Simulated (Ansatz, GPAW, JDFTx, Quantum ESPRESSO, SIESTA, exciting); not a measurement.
## One calculation of BN, 6 ways

```
N B
1.0
     0.00000    1.81300    1.81300
     1.81300    0.00000    1.81300
     1.81300    1.81300    0.00000
N B
1 1
Direct
  0.25000 0.25000 0.25000
  0.00000 0.00000 0.00000
```

The cell is a database's computed one, not the measured one.

Alike in all runs: task band structure; functional PBEsol; k mesh 13 × 13 × 13; occupations fermi-dirac, width 0.05 eV; no spin polarisation; no spin-orbit coupling. Pressure is positive in compression and, in plane waves, holds the error of the finite cutoff. Gaps are the smaller of the mesh's and the band path's.

| program and potentials | plane-wave cutoff (eV) | notes | band gap (eV) | pressure (GPa) |
| --- | --- | --- | --- | --- |
| SIESTA, files PseudoDojo sr-pbesol-0.4.1-standard, DZP (energy shift 0.003 Ry) | - | atomic basis | 4.37 | -2.36 |
| exciting, all-electron LAPW+lo, shipped species files, valence relativity iora* | - | - | 4.28 | - |
| GPAW, PAW data sets generated for this functional | 800 | - | 4.28 | -7.53 |
| JDFTx, PseudoDojo-SR-PBEsol-0.4.1-standard | 1143 | - | 4.33 | - |
| Quantum ESPRESSO, PseudoDojo 0.4.1 SR PBEsol standard | 1143 | - | ? | ? |
| Ansatz, all-electron LAPW, scalar-relativistic | - | - | 4.28 | -6.29 |

Problem. Estimate from the other rows what the run with Quantum ESPRESSO, PseudoDojo 0.4.1 SR PBEsol standard gave.

Solution. Band gap 4.33 eV; pressure -5.77 GPa. The other rows, which needn't bracket it: band gap 4.28 to 4.37; pressure -7.53 to -2.36.
